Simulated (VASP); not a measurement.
# Ti (P6_3/mmc) in VASP: further runs

Runs on Ti. Level: PBEsol. Tasks: relaxation of shape and atoms at fixed volume.

All numbers are computed with VASP 6.6.1; they aren't measurements. Logs are shortened: lines on timing, memory, paths and dates and some standing lists are left out, and cuts for length are marked.

### 1 The structure

It takes space group P6_3/mmc (No. 194, hexagonal). Conventional cell: a = 2.902 Å, b = 2.902 Å, c = 4.575 Å, α = 90.00°, β = 90.00°, γ = 120.00°. Ti (site symmetry -6m2) has 12 Ti at 2.84 to 2.90 Å as nearest neighbours.

### 2 Relaxation of shape and atoms at fixed volume, PBEsol (a relaxed cell with its volume scaled by 0.98)

The input, INCAR:

```
PREC = Accurate ; ENCUT = 600
EDIFF = 1E-7 ; ISMEAR = 1
SIGMA = 0.1 ; LREAL = False
LASPH = True ; NELM = 80
ALGO = Normal ; ISIF = 4
LWAVE = False ; LCHARG = False
GGA = PS ; IBRION = 2
NSW = 40 ; EDIFFG = -0.01
```

The input, KPOINTS:

```
Automatic mesh
0
Gamma
  15 15 8
```

The input, POSCAR:

```
Ti                                      
1.0
    2.8826222438      0.0000000000      0.0000000000
   -1.4413111219      2.4964240927      0.0000000000
    0.0000000000      0.0000000000      4.5443084837
  Ti            
     2
Direct
     0.3333333332999970    0.6666666667000030    0.2500000000000000
     0.6666666667000030    0.3333333332999970    0.7500000000000000
```

Potentials or basis: VASP PAW PBE potentials, release 64 (Ti_sv).

Run with:

```bash
$ cat potpaw_PBE.64/Ti_sv/POTCAR > POTCAR
$ mpirun -np 1 vasp_std > vasp.out
```

OUTCAR:

```text
PREC = Accurate
   ENCUT = 600
   EDIFF = 1E-7
   ISMEAR = 1
   LREAL = False
   LASPH = True
   NELM = 80
   ISIF = 4
   GGA = PS
   IBRION = 2
   NSW = 40
   EDIFFG = -0.01

 ion  position               nearest neighbor table
   1  0.333  0.667  0.250-   2 2.82   2 2.82   2 2.82   2 2.82   2 2.82   2 2.82
   2  0.667  0.333  0.750-   1 2.82   1 2.82   1 2.82   1 2.82   1 2.82   1 2.82

  LATTYP: Found a hexagonal cell.
 ALAT       =     2.8826222438
 C/A-ratio  =     1.5764495308

  Lattice vectors:

 A1 = (   2.8826222438,   0.0000000000,   0.0000000000)
 A2 = (  -1.4413111219,   2.4964240927,   0.0000000000)
 A3 = (   0.0000000000,   0.0000000000,   4.5443084837)

Analysis of symmetry for initial positions (statically):
=====================================================================
 Subroutine PRICEL returns:
 Original cell was already a primitive cell.

 Routine SETGRP: Setting up the symmetry group for a
 hexagonal supercell.

 Subroutine GETGRP returns: Found 24 space group operations
 (whereof 12 operations were pure point group operations)
 out of a pool of 24 trial point group operations.

The static configuration has the point symmetry D_3d.
 The point group associated with its full space group is D_6h.

Analysis of symmetry for dynamics (positions and initial velocities):
=====================================================================
 Subroutine PRICEL returns:
 Original cell was already a primitive cell.

 Routine SETGRP: Setting up the symmetry group for a
 hexagonal supercell.

 Subroutine GETGRP returns: Found 24 space group operations
 (whereof 12 operations were pure point group operations)
 out of a pool of 24 trial point group operations.

The dynamic configuration has the point symmetry D_3d.
 The point group associated with its full space group is D_6h.

 Subroutine INISYM returns: Found 24 space group operations
 (whereof 12 operations are pure point group operations),
 and found     1 'primitive' translations

----------------------------------------------------------------------------------------

                                     Primitive cell

  volume of cell :      32.7020

  direct lattice vectors                    reciprocal lattice vectors
     2.882622244  0.000000000  0.000000000     0.346906364  0.200286482  0.000000000
    -1.441311122  2.496424093  0.000000000     0.000000000  0.400572965  0.000000000
[... 86 lines left out ...]
   LREAL  =      F    real-space projection
   EDIFFG = -.1E-01   stopping-criterion for IOM
   NSW    =     40    number of steps for IOM
   IBRION =      2    ionic relax: 0-MD 1-quasi-New 2-CG
   NFREE  =      1    steps in history (QN), initial steepest desc. (CG)
   ISIF   =      4    stress and relaxation
   ISYM   =      2    0-nonsym 1-usesym 2-fastsym
   POTIM  = 0.5000    time-step for ionic-motion
   TEBEG  =    0.0;   TEEND  =   0.0 temperature during run
   PSTRESS=    0.0 pullay stress
   NELECT =      24.0000    total number of electrons
   NUPDOWN=      -1.0000    fix difference up-down
   EMIN   =  10.00;   EMAX   =-10.00  energy-range for DOS
   EFERMI =   0.00;   METHOD = LEGACY
   ISMEAR =     1;   SIGMA  =   0.10  broadening in eV -4-tet -1-fermi 0-gaus
   EFERMI_NEDOS =   21; number of points for ismear=-14 and -15
   IALGO  =     38    algorithm
   IMIX   =      4    mixing-type and parameters
     AMIX     =   0.40;   BMIX     =  1.00
     AMIX_MAG =   1.60;   BMIX_MAG =  1.00
  volume/ion in A,a.u.               =      16.35       110.34
  Fermi-wavevector in a.u.,A,eV,Ry     =   1.476683  2.790526 29.668765  2.180593
  Thomas-Fermi vector in A             =   2.591180
   LORBIT       =      0    0 simple, 1 ext, 2 COOP (PROOUT), +10 PAW based schemes
   GGA     = PS    functional components
   LHFCALC =     F    Hartree Fock is set to
   AEXX    =    0.0000 exact exchange contribution
   IVDW    =     0    specifies the selected vdW correction
   LEPSILON=     F    determine dielectric tensor
   LRPA    =     F    only Hartree local field effects (RPA)
 conjugate gradient relaxation of ions
 non-spin polarized calculation
 Methfessel and Paxton  Order N= 1 SIGMA  =   0.10
  energy-cutoff  :      600.00
  volume of cell :       32.70
 maximum number of plane-waves:      1102
 NGX is ok and might be reduce to    24
   NGX = 11   NGY = 11   NGZ = 19

 number of electron      24.0000000 magnetization

 Free energy of the ion-electron system (eV)
  ---------------------------------------------------
  ext. energy  EPLUGINS =         0.00000000
  ---------------------------------------------------
  free energy    TOTEN  =       -16.67290816 eV

  energy without entropy =      -16.67336833  energy(sigma->0) =      -16.67306155

 E-fermi :   8.8769     XC(G=0): -11.9270

 val. band max:        8.8588567150   @ k =   0.3333   0.2667   0.3750
 cond. band min:       8.8837689524   @ k =   0.0000   0.0000   0.3750
 fundamental gap:      0.0249122373
 Fermi energy:         8.8769031267

 k-point     1 :       0.0000    0.0000    0.0000
  band No.  band energies     occupation
      1     -47.6741      2.00000
      2     -47.4931      2.00000
      3     -24.4509      2.00000
      4     -23.6590      2.00000
      5     -23.6590      2.00000
      6     -23.5714      2.00000
[... 433 lines left out ...]
      3     -24.1776      2.00000
      4     -24.0263      2.00000
      5     -24.0120      2.00000
      6     -23.9350      2.00000
[... 8 lines left out ...]
     15      10.3061     -0.00000
     16      12.1540      0.00000

 [... further k-points ...]

------------------------ aborting loop because EDIFF is reached ----------------------------------------

  FORCE on cell =-STRESS in cart. coord.  units (eV):
  Direction    XX          YY          ZZ          XY          YZ          ZX
  --------------------------------------------------------------------------------------
  -------------------------------------------------------------------------------------
  Total        0.4958502      0.4958502      0.5116952      0.0000000      0.0000000      0.0000000
  in kB       24.2933355     24.2933355     25.0696337      0.0000000      0.0000000      0.0000000
  external PRESSURE =      24.5521016 kB  Pullay stress =       0.0000000 kB

 VOLUME and BASIS-vectors are now :
 -----------------------------------------------------------------------------
  energy-cutoff  :      600.00
  volume of cell :       32.70
      direct lattice vectors                 reciprocal lattice vectors
     2.882622244  0.000000000  0.000000000     0.346906364  0.200286482  0.000000000
    -1.441311122  2.496424093  0.000000000     0.000000000  0.400572965  0.000000000
     0.000000000  0.000000000  4.544308484     0.000000000  0.000000000  0.220055483

 POSITION                                       TOTAL-FORCE (eV/Angst)
 -----------------------------------------------------------------------------------
     -0.00000      1.66428      1.13608         0.000000     -0.000000      0.000000
      1.44131      0.83214      3.40823        -0.000000      0.000000      0.000000
 -----------------------------------------------------------------------------------
    total drift:                               -0.000000      0.000000     -0.000000

  FREE ENERGIE OF THE ION-ELECTRON SYSTEM (eV)
  ---------------------------------------------------
  free  energy   TOTEN  =       -16.6729081557 eV

  energy  without entropy=      -16.6733683251  energy(sigma->0) =      -16.67306155

 reached required accuracy - stopping structural energy minimisation
```

It took 57 s on 1 thread of Intel Xeon Platinum 8488C (Sapphire Rapids), shared host; peak memory 0.2 GiB.

What came out:

* Free energy: -16.6729 eV
* Pressure after relaxing: 2.5 GPa
* Band gap on the k mesh: none (metal or under the smearing width)

Stress tensor (GPa, compression positive):
```
2.43 0.00 0.00
0.00 2.43 0.00
0.00 0.00 2.51
```

Final structure:
```xyz
2
Lattice="2.8826 0.0000 0.0000 -1.4413 2.4964 0.0000 0.0000 0.0000 4.5443" Properties=species:S:1:pos:R:3 pbc="T T T"
Ti    0.0000    1.6643    1.1361
Ti    1.4413    0.8321    3.4082
```

Caveat: the relaxation stopped at its first step, so nothing moved; the PAW data sets were made with another functional, which shifts forces and pressure a little.

(Continued in part 2 of 2.)
